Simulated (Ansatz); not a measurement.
Input:

```yaml
crystal:
  lattice:
    - [0.00000, 3.05676, 3.05676]
    - [3.05676, 0.00000, 3.05676]
    - [3.05676, 3.05676, 0.00000]
  atoms:
    - { symbol: Zn, position: [0.50000, 0.50000, 0.50000] }
    - { symbol: Te, position: [0.25000, 0.25000, 0.25000] }
```

The numbers are results of r2SCAN with spin-orbit coupling, rigid bands (plane waves, PAW; Ansatz, a first-principles code), not measurements. How the cell was made: cell and atoms relaxed with r2SCAN.

### Question
What conductivity effective mass do dilute holes have at 300 K?

### Answer
0.48 mₑ.

### Question
What conductivity effective mass do dilute electrons have at 300 K?

### Answer
0.118 mₑ.

### Question
And the band gap?

### Answer
1.52 eV at this level; semilocal functionals usually fall short of the measured gap.

Rigid bands, one relaxation time for all states, no polarons.
